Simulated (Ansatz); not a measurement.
# The honeycomb BAs bilayer (AB) under a gate

Aim: charge, voltage and capacitance of the honeycomb BAs bilayer (AB) in a field-effect set-up.

Calculated with Ansatz 0.2.0; plane-wave DFT, PBE-D3(BJ), Ansatz PAW.

**1. The starting structure**

The cell holds 4 atoms: 2 As and 2 B. Cell: a = 3.390 Å, b = 3.390 Å, c = 37.000 Å, α = 90.0°, β = 90.0°, γ = 120.0°. Regions: layer 1: honeycomb BAs, 2 atoms (1 As and 1 B); layer 2: honeycomb BAs, 2 atoms (1 As and 1 B). Vacuum lies along c.

**2. Relaxation**

The starting cell is a guess, so the in-plane lattice and the atoms are relaxed first, with the slab cut off from its images along the normal.

Input file input.yaml:

```yaml
crystal:
  lattice:
    - [3.39, 0.0, 0.0]
    - [-1.695, 2.9358261188, 0.0]
    - [0.0, 0.0, 36.9999999988]
  atoms:
    - { symbol: As, position: [0.6666666667, 0.3333333333, 0.4594594595] }
    - { symbol: B, position: [0.3333333333, 0.6666666667, 0.4594594595] }
    - { symbol: As, position: [0.0, 0.0, 0.5405405405] }
    - { symbol: B, position: [0.6666666667, 0.3333333333, 0.5405405405] }
  periodic: [true, true, false]
kpoints:
  mp_grid: { grid: [12, 12, 1] }
hamiltonian:
  xc: pbe
  dispersion: d3bj
scf:
  occupations: { method: fermi_dirac, width: 0.05 }
  convergence: { dr2_threshold: 1.0e-09 }
relax:
  f_tol: 0.004
  max_steps: 90
  cell: {}
output:
  write_potential: true
  write_density: true
  volumetric_format: npy
```

On the command line:

```sh
$ ansatz run input.yaml --threads 4 --pin off --max-ram 16384MiB --backend cpu --events-out ev --progress --plain --runs-dir out
```

Numbers of over 12 decimals in the logs are rounded to 6 here.

Log:

```text
Warning: relax.cell: scf.convergence.dr2_threshold = 1e-9 eV is looser than the 2.36686390645e-10 eV advised for a relaxation that steers and ends on the stress (1e-10 eV for each atom of the cell: 4, times the square of relax.cell.stress_2d_tol = 0.05 N/m over 13.0 Å (the atoms' height at the walk's start and 5 Å past either face), 3.846e-2 GPa, over a crystal's default 0.05). What an SCF threshold leaves in a stress goes as its square root, and in the free energy as the threshold itself, and one threshold admits the most on a small cell: [figures from the program's tests cut] Set scf.convergence.dr2_threshold to 2.36686390645e-10 eV or tighter. [rest of the remark cut]
Engine: ansatz 0.2.0, aarch64-unknown-linux-gnu
Pseudopotentials: kind: paw
Pseudopotential: As, paw, valence charge 15, recommended cutoff 420 eV (normal), As.paw.azcp
Pseudopotential: B, paw, valence charge 3, recommended cutoff 420 eV (normal), B.paw.azcp
Functional definition: PBE
  parameter kappa = 0.804
  parameter beta = 0.066725
  exchange = pbe_x(kappa = kappa, mu = beta*pi^2/3)
  correlation = pbe_c(beta = beta)
Crystal: 4 atoms, lattice volume = 368.241 Å³
Basis set: ecut = 420 eV, 7227 PW (Γ), exchange–correlation on 48×48×500 points (8 copies of the dense FFT grid, shifted against one another)
Bands: 22, of which v1, the nominal top of the filled ones, is band 18 counted from 1 (17 counted from 0)
Symmetry: 6 space group operations
Space group: P3m1 (ITA 156), of the structure as read, at distance tolerance 7.2e-5 Å
k-points: 19 of 144 (time reversal used)
Non-local potential: As, projectors of the file, l = 0: 2, l = 1: 2, l = 2: 3, l = 3: 1
Non-local potential: B, projectors of the file, l = 0: 2, l = 1: 2, l = 2: 1
PAW form: soft (Blöchl's): semilocal exchange-correlation on the pseudo side does not see the compensation charge
PAW one-centre angular grid: As, 590 points (default); XC on 64 Gauss nodes
PAW one-centre angular grid: B, 110 points (default); XC on 64 Gauss nodes
Initial density: superposition of atomic densities (neutral atoms: chi_scale 0, normalization atom), corrected by the library's trained network
Initial wavefunctions: pseudopotential atomic-orbital guess
Functional: x = pbe(κ = 0.804, μ = 0.219515), c = pbe(β = 0.066725)
SCF iter   1: F=—  HF=-10023.225529 eV  |F-HF|=—  |Δ(HF+E_count)|=         —  Δρ=1.75e-3  dr2=2.62e-2  ethr=1.77e-3  ⟨swp⟩=11.2  Hψ=2825  notcnv=0
preconditioner: auto → Resta (q_TF=auto, 1.852 Å⁻¹)  ε∞=1.7  [insulator: Δε(μ)=0.640 eV  Ē_g=9.556 eV  σ=0.050 eV  W_gap=0.99  n_scr=20 (ndim 8)  ℏωp=7.7 eV  f_vac=0.800  D(μ)=0.01/eV (n_scr^D=0)  ε∞_Penn≈1.7  vacuum switching on, ρ_ref=6.6e-3 e/Å³]
SCF iter   2: F=—  HF=-10023.221337 eV  |F-HF|=—  |Δ(HF+E_count)|=   4.19e-3  Δρ=8.17e-4  dr2=1.88e-2  ethr=7.29e-5  ⟨swp⟩=4.3  Hψ=1099  notcnv=0
SCF iter   3: F=—  HF=-10023.219913 eV  |F-HF|=—  |Δ(HF+E_count)|=   1.42e-3  Δρ=4.98e-4  dr2=4.96e-3  ethr=5.23e-5  ⟨swp⟩=2.8  Hψ=678  notcnv=0
SCF iter   4: F=—  HF=-10023.219603 eV  |F-HF|=—  |Δ(HF+E_count)|=   3.10e-4  Δρ=2.74e-4  dr2=4.82e-4  ethr=1.38e-5  ⟨swp⟩=2.5  Hψ=535  notcnv=0
SCF iter   5: F=—  HF=-10023.219705 eV  |F-HF|=—  |Δ(HF+E_count)|=   1.02e-4  Δρ=7.74e-5  dr2=2.54e-5  ethr=1.34e-6  ⟨swp⟩=2.9  Hψ=638  notcnv=0  defer=1
SCF iter   6: F=—  HF=-10023.219732 eV  |F-HF|=—  |Δ(HF+E_count)|=   2.67e-5  Δρ=1.60e-5  dr2=9.85e-7  ethr=7.05e-8  ⟨swp⟩=3.2  Hψ=831  notcnv=0
SCF iter   7: F=—  HF=-10023.219695 eV  |F-HF|=—  |Δ(HF+E_count)|=   3.66e-5  Δρ=4.62e-6  dr2=1.34e-7  ethr=2.74e-9  ⟨swp⟩=3.5  Hψ=902  notcnv=0
SCF iter   8: F=—  HF=-10023.219695 eV  |F-HF|=—  |Δ(HF+E_count)|=   5.48e-8  Δρ=1.62e-6  dr2=7.98e-9  ethr=3.72e-10  ⟨swp⟩=3.1  Hψ=899  notcnv=0
SCF iter   9: F=-10023.219695 eV  HF=-10023.219695 eV  |F-HF|=5.06e-9  |Δ(HF+E_count)|=   3.10e-8  Δρ=2.90e-7  dr2=3.81e-10  ethr=2.78e-12  ⟨swp⟩=12.3  Hψ=3183  notcnv=0
SCF 1 converged in 9 iterations: F = -10023.219695 eV  dr2 = 3.81e-10
  greatest PAW one-centre occupation: 0.999 electrons in one spin orbital (limit 2), on the As atom at site 0 (counted from 0), in its partial waves of l = 2
relax step   1: F+E_penalty+E_count = -10023.21969535 eV  Δ(F+E_penalty+E_count) = +0.000e0 eV  max|allowed force component| = 6.764e-1 eV/Å  Δτ_max = 0.0000 Å  P = -1.659 N/m  Ω = 368.241 Å³  fix = [c, alpha, beta]  reactions: c +0.000 N/m  (9 SCF iters, accepted)
Crystal: 4 atoms, lattice volume = 366.502 Å³
Basis set: ecut = 420 eV, 7203 PW (Γ), exchange–correlation on 48×48×500 points (8 copies of the dense FFT grid, shifted against one another)
Initial density: handed on by an earlier stage of this run
Initial wavefunctions: those handed on with the density
iter 1 solved again at ethr=5.59e-4 eV; its pass at ethr=3.10e-3 eV (dr2=2.01e-1 eV) is discarded
SCF iter   1: F=—  HF=-10023.415785 eV  |F-HF|=—  |Δ(HF+E_count)|=         —  Δρ=7.02e-3  dr2=2.07e-1  ethr=5.59e-4  ⟨swp⟩=2.0  Hψ=3130  notcnv=0
preconditioner: auto → Resta (q_TF=auto, 1.853 Å⁻¹)  ε∞=1.7  [insulator: Δε(μ)=0.560 eV  Ē_g=9.578 eV  σ=0.050 eV  W_gap=0.99  n_scr=20 (ndim 8)  ℏωp=7.8 eV  f_vac=0.787  D(μ)=0.01/eV (n_scr^D=0)  ε∞_Penn≈1.7  vacuum switching on, ρ_ref=6.7e-3 e/Å³]
SCF iter   2: F=—  HF=-10023.378562 eV  |F-HF|=—  |Δ(HF+E_count)|=   3.72e-2  Δρ=2.79e-3  dr2=3.28e-2  ethr=5.59e-4  ⟨swp⟩=3.8  Hψ=755  notcnv=0
SCF iter   3: F=—  HF=-10023.375533 eV  |F-HF|=—  |Δ(HF+E_count)|=   3.03e-3  Δρ=1.49e-3  dr2=7.92e-3  ethr=9.11e-5  ⟨swp⟩=3.2  Hψ=773  notcnv=0
SCF iter   4: F=—  HF=-10023.376921 eV  |F-HF|=—  |Δ(HF+E_count)|=   1.39e-3  Δρ=5.05e-4  dr2=1.00e-2  ethr=2.20e-5  ⟨swp⟩=2.9  Hψ=749  notcnv=0
SCF iter   5: F=—  HF=-10023.375648 eV  |F-HF|=—  |Δ(HF+E_count)|=   1.27e-3  Δρ=1.81e-4  dr2=1.17e-4  ethr=2.20e-5  ⟨swp⟩=2.2  Hψ=689  notcnv=0
SCF iter   6: F=—  HF=-10023.375668 eV  |F-HF|=—  |Δ(HF+E_count)|=   2.01e-5  Δρ=4.83e-5  dr2=1.76e-5  ethr=3.25e-7  ⟨swp⟩=3.1  Hψ=699  notcnv=0
SCF iter   7: F=—  HF=-10023.375668 eV  |F-HF|=—  |Δ(HF+E_count)|=   1.52e-7  Δρ=1.02e-5  dr2=3.86e-7  ethr=4.88e-8  ⟨swp⟩=3.3  Hψ=796  notcnv=0
SCF iter   8: F=—  HF=-10023.375629 eV  |F-HF|=—  |Δ(HF+E_count)|=   3.91e-5  Δρ=3.55e-6  dr2=5.50e-8  ethr=1.07e-9  ⟨swp⟩=2.9  Hψ=824  notcnv=0
SCF iter   9: F=—  HF=-10023.375629 eV  |F-HF|=—  |Δ(HF+E_count)|=   4.37e-8  Δρ=1.14e-6  dr2=4.41e-9  ethr=1.53e-10  ⟨swp⟩=3.6  Hψ=813  notcnv=0
SCF iter  10: F=-10023.375629 eV  HF=-10023.375629 eV  |F-HF|=7.46e-11  |Δ(HF+E_count)|=   6.61e-9  Δρ=2.93e-7  dr2=3.67e-10  ethr=2.78e-12  ⟨swp⟩=11.1  Hψ=2864  notcnv=0
SCF 2 converged in 10 iterations: F = -10023.375629 eV  dr2 = 3.67e-10
[...]
SCF iter   2: F=—  HF=-10023.390099 eV  |F-HF|=—  |Δ(HF+E_count)|=   2.89e-3  Δρ=7.71e-4  dr2=6.27e-3  ethr=4.36e-5  ⟨swp⟩=2.6  Hψ=642  notcnv=0
SCF iter   3: F=—  HF=-10023.389729 eV  |F-HF|=—  |Δ(HF+E_count)|=   3.69e-4  Δρ=4.67e-4  dr2=3.68e-3  ethr=1.74e-5  ⟨swp⟩=2.9  Hψ=719  notcnv=0
SCF iter   4: F=—  HF=-10023.389291 eV  |F-HF|=—  |Δ(HF+E_count)|=   4.38e-4  Δρ=2.00e-4  dr2=1.17e-4  ethr=1.02e-5  ⟨swp⟩=2.2  Hψ=558  notcnv=0
SCF iter   5: F=—  HF=-10023.389302 eV  |F-HF|=—  |Δ(HF+E_count)|=   1.04e-5  Δρ=6.07e-5  dr2=1.08e-5  ethr=3.26e-7  ⟨swp⟩=2.8  Hψ=760  notcnv=0
SCF iter   6: F=—  HF=-10023.389309 eV  |F-HF|=—  |Δ(HF+E_count)|=   7.64e-6  Δρ=2.15e-5  dr2=1.45e-6  ethr=3.01e-8  ⟨swp⟩=3.2  Hψ=780  notcnv=0
SCF iter   7: F=—  HF=-10023.389273 eV  |F-HF|=—  |Δ(HF+E_count)|=   3.62e-5  Δρ=3.70e-6  dr2=6.13e-8  ethr=4.04e-9  ⟨swp⟩=2.7  Hψ=653  notcnv=0
SCF iter   8: F=—  HF=-10023.389273 eV  |F-HF|=—  |Δ(HF+E_count)|=   3.33e-8  Δρ=1.24e-6  dr2=4.66e-9  ethr=1.70e-10  ⟨swp⟩=3.9  Hψ=942  notcnv=0
SCF iter   9: F=-10023.389273 eV  HF=-10023.389273 eV  |F-HF|=8.37e-11  |Δ(HF+E_count)|=   5.96e-9  Δρ=2.13e-7  dr2=1.84e-10  ethr=2.78e-12  ⟨swp⟩=11.2  Hψ=3020  notcnv=0
SCF 3 converged in 9 iterations: F = -10023.389273 eV  dr2 = 1.84e-10
relax step   3: F+E_penalty+E_count = -10023.38927294 eV  Δ(F+E_penalty+E_count) = -1.364e-2 eV  max|allowed force component| = 9.338e-2 eV/Å  Δτ_max = 0.0632 Å  P = +0.794 N/m  Ω = 362.243 Å³  energy of the carried Pulay correction = +5.711e-4 eV  fix = [c, alpha, beta]  reactions: c +0.000 N/m  (9 SCF iters, accepted)
[...]
relax step   4: F+E_penalty+E_count = -10023.39521630 eV  Δ(F+E_penalty+E_count) = -5.943e-3 eV  max|allowed force component| = 4.867e-2 eV/Å  Δτ_max = 0.0361 Å  P = +0.431 N/m  Ω = 363.075 Å³  energy of the carried Pulay correction = +4.914e-4 eV  fix = [c, alpha, beta]  reactions: c +0.000 N/m  (9 SCF iters, accepted)
[...]
relax step   5: F+E_penalty+E_count = -10023.40273268 eV  Δ(F+E_penalty+E_count) = -7.516e-3 eV  max|allowed force component| = 1.523e-2 eV/Å  Δτ_max = 0.1064 Å  P = -0.039 N/m  Ω = 364.233 Å³  energy of the carried Pulay correction = +3.806e-4 eV  fix = [c, alpha, beta]  reactions: c +0.000 N/m  (9 SCF iters, accepted)
[...]
relax step   6: F+E_penalty+E_count = -10023.40313930 eV  Δ(F+E_penalty+E_count) = -4.066e-4 eV  max|allowed force component| = 2.624e-3 eV/Å  Δτ_max = 0.0281 Å  P = -0.010 N/m  Ω = 364.195 Å³  energy of the carried Pulay correction = +3.842e-4 eV  fix = [c, alpha, beta]  reactions: c +0.000 N/m  (8 SCF iters, accepted)
[...]
relax step   7: F+E_penalty+E_count = -10023.40315745 eV  Δ(F+E_penalty+E_count) = -1.815e-5 eV  max|allowed force component| = 6.839e-4 eV/Å  Δτ_max = 0.0068 Å  P = +0.002 N/m  Ω = 364.174 Å³  energy of the carried Pulay correction = +3.863e-4 eV  fix = [c, alpha, beta]  reactions: c +0.000 N/m  (7 SCF iters, accepted)
Initial wavefunctions: pseudopotential atomic-orbital guess (no wavefunctions were taken with the density)
iter 1 solved again at ethr=1.56e-7 eV; its pass at ethr=3.10e-3 eV (dr2=5.62e-5 eV) is discarded
SCF iter   1: F=—  HF=-10023.402844 eV  |F-HF|=—  |Δ(HF+E_count)|=         —  Δρ=7.65e-6  dr2=2.69e-8  ethr=1.56e-7  ⟨swp⟩=6.0  Hψ=4626  notcnv=0
eigensolver tolerance schedule: the retry pair's looser diagonalisation over-reported the residual by 2089.60 of it (diagonalisation noise at 0.12 of the residual, at the tolerance the schedule requests for it); recorded, not acted on — ethr = c·dr2/N_el stays at c = 1.0e-1
preconditioner: auto → Resta (q_TF=auto, 1.855 Å⁻¹)  ε∞=1.7  [insulator: Δε(μ)=0.649 eV  Ē_g=9.604 eV  σ=0.050 eV  W_gap=1.00  n_scr=20 (ndim 8)  ℏωp=7.8 eV  f_vac=0.782  D(μ)=0.00/eV (n_scr^D=0)  ε∞_Penn≈1.7  vacuum switching on, ρ_ref=6.7e-3 e/Å³]
SCF iter   2: F=—  HF=-10023.402806 eV  |F-HF|=—  |Δ(HF+E_count)|=   3.79e-5  Δρ=4.05e-6  dr2=8.83e-9  ethr=7.47e-11  ⟨swp⟩=4.1  Hψ=1225  notcnv=0
SCF iter   3: F=—  HF=-10023.402807 eV  |F-HF|=—  |Δ(HF+E_count)|=   4.57e-8  Δρ=1.04e-6  dr2=2.02e-9  ethr=2.45e-11  ⟨swp⟩=3.8  Hψ=905  notcnv=0
SCF iter   4: F=-10023.402807 eV  HF=-10023.402807 eV  |F-HF|=1.16e-10  |Δ(HF+E_count)|=   1.65e-9  Δρ=2.81e-7  dr2=1.80e-10  ethr=2.78e-12  ⟨swp⟩=14.2  Hψ=3160  notcnv=0
SCF 8 converged in 4 iterations: F = -10023.402807 eV  dr2 = 1.80e-10
relax step   8: F+E_penalty+E_count = -10023.40280651 eV  Δ(F+E_penalty+E_count) = +3.509e-4 eV  max|allowed force component| = 6.929e-4 eV/Å  Δτ_max = 0.0000 Å  P = -0.003 N/m  Ω = 364.174 Å³  fix = [c, alpha, beta]  reactions: c -0.000 N/m  stress off target by 3.10e-3 N/m on what of the cell is left free  SCF on the basis re-selected at this cell (its energy is not comparable with the rows above)  (4 SCF iters)
basis re-selected at this cell: Δ(F+E_penalty+E_count) = +3.509e-4 eV, ΔP = -0.005 N/m vs the last step (what re-selecting the basis moved, of the pressure what is left beyond the Pulay correction that the steps carried, after the strain that the cell walked since its last selection, with what the two solves' SCF thresholds leave and, on support functions, any second-order correction that the steps lacked; it is no m [...]
SCF converged after 4 iterations
Free energy (F): -10023.402807 eV
Harris-Foulkes:  -10023.402807 eV  (|F-HF|=1.16e-10)
Internal energy: -10023.402770 eV  (E = F + TS)
E sigma→0 (E₀):  -10023.402788 eV
Entropy (-TS):   -0.000036 eV (-0.009 meV/atom)
Fermi energy:    -4.610449 eV
--- Per-component energies (eV) ---
  E_band       = -985.076565
  E_kinetic    = 299.665209
  E_local      = -88766.731661  (includes V_loc(G=0)·N_el)
  E_nonlocal   = -1315.084656
  E_hartree    = 44286.932063
  E_xc         = -219.940864
  E_vxc        = -231.219448  (∫ρ·V_xc dr)
  E_paw        = -3830.300608  (= ΣΔE_a)
  E_vpaw       = 454.429832  (= ΣTr[D̂ρ^β])
  E_aug_tail   = 0.000008  (compensation charges beyond the density's cutoff)
  E_ewald      = 39522.809022
  E_disp       = -0.751283  (pairwise vdW)
  E_smearing   = -0.000036  (= −TS)
  E_closure    = -0.000000  (closes the sum)
  Σ components = -10023.402807   (vs F -10023.402807, Δ=0.00e0)
--- Forces (eV/Å), atoms counted from 1 ---
  atom   1  As     0.00000000    -0.00000000    -0.00013191
  atom   2  B      0.00000000     0.00000000    -0.00013024
  atom   3  As     0.00000000    -0.00000000     0.00069095
  atom   4  B      0.00000000     0.00000000    -0.00043646
  max |Σ_I F_I| component: 7.66e-6 eV/Å
--- 2D stress c σ (N/m, compression-positive) ---
       -0.003104       0.000000      -0.000000
        0.000000      -0.003104       0.000000
       -0.000000       0.000000      -0.000000
  P = ½ c Tr σ = -0.0031 N/m
--- Band table (eV; the first three rows and the last of 19) ---
  k-point 0: bands = [... 14 lower, -6.5218, -6.5218, -6.3860, -6.3860, -1.2485, -1.1502, -0.9267, -0.5695]
  k-point 1: bands = [... 14 lower, -7.1639, -7.0148, -6.7386, -6.5945, -1.1176, -1.0190, -0.8089, -0.4574]
  k-point 2: bands = [... 14 lower, -8.3859, -7.7372, -7.2374, -7.0806, -1.3673, -1.1157, -0.7204, -0.1235]
  k-point 18: bands = [... 14 lower, -11.0356, -10.9000, -5.3746, -4.9395, -4.2904, -3.7647, 1.1967, 1.5938]
  the weakly bound empty levels are not read free of the cell's end (no_gap_told)
--- Relaxed structure (7 steps of the walk, 7 accepted, 1 SCFs on fresh bases) ---
  F+E_penalty+E_count = -10023.40280651 eV   max|allowed force component| = 6.929e-4 eV/Å   (the final SCF, on the basis selected at the relaxed cell)
  cell:  # Å, volume = 364.1738 Å³
    - [3.371228, 0, 0]
    - [-1.685614, 2.919569, 0]
    - [0, 0, 36.9999999988]
  atoms:
    - { symbol: As, position: [0.666667, 0.333333, 0.451802] }
    - { symbol: B, position: [0.333333, 0.666667, 0.450448] }
    - { symbol: As, position: [1.734723475815247e-17, -9.251858538489118e-17, 0.549527] }
    - { symbol: B, position: [0.666667, 0.333333, 0.548223] }
```

The job ended after 30 s (4 threads of Arm Neoverse V1, shared host; peak memory 0.65 GiB).

Relaxation path:

```tsv
step	energy less that of the first step (eV)	largest force component (eV/Å)	volume (Å³)
1	0.0000	0.6764	368.24
2	-0.1559	0.1784	366.50
3	-0.1696	0.0934	362.24
4	-0.1755	0.0487	363.07
5	-0.1830	0.0152	364.23
6	-0.1834	0.0026	364.20
7	-0.1835	0.0007	364.17
8*	-0.1831	0.0007	364.17
```

Relaxation steps marked * repeat the geometry before them on a plane-wave basis chosen anew for their cell, so energy and pressure can jump there.

Forces are held to the 6 operations that the run works with; a distortion that breaks them can't arise in this run.

```tsv
cell as run	before	after	change
a (Å)	3.390	3.371	-0.6 %
b (Å)	3.390	3.371	-0.6 %
```

The atoms that moved most (Å, along periodic axes as changes of fractional coordinates times the final cell, across vacuum about the mean position):

```tsv
atom	dx	dy	dz	length
B2	0.000	0.000	-0.333	0.333
As3	0.000	0.000	0.332	0.332
B4	0.000	0.000	0.284	0.284
As1	0.000	0.000	-0.283	0.283
```

Final coordinates:

```xyz
4
Lattice="3.3712 0.0000 0.0000 -1.6856 2.9196 0.0000 0.0000 0.0000 37.0000" Properties=species:S:1:pos:R:3
As    1.6856    0.9732   16.7167
B     0.0000    1.9464   16.6666
As    0.0000    0.0000   20.3325
B     1.6856    0.9732   20.2842
```

The lattice constant a goes from 3.390 to 3.371 Å.

[end of part 1 of 4]

[Logs are printed without paths, hosts, clocks, repeated set-up lines and the standing remarks that a program may print on its own settings, such as how far it seeks lower states.]

[Hosts, paths, dates, database ids (printed as entryN), source tags and the programs' standing remarks are cut or masked in the printed files.]

[Maps of the electrostatic potential energy from Ansatz leave out the sawtooth potential of an applied field or a dipole correction, so their vacuum need not be flat; planar profiles and work functions include it.]
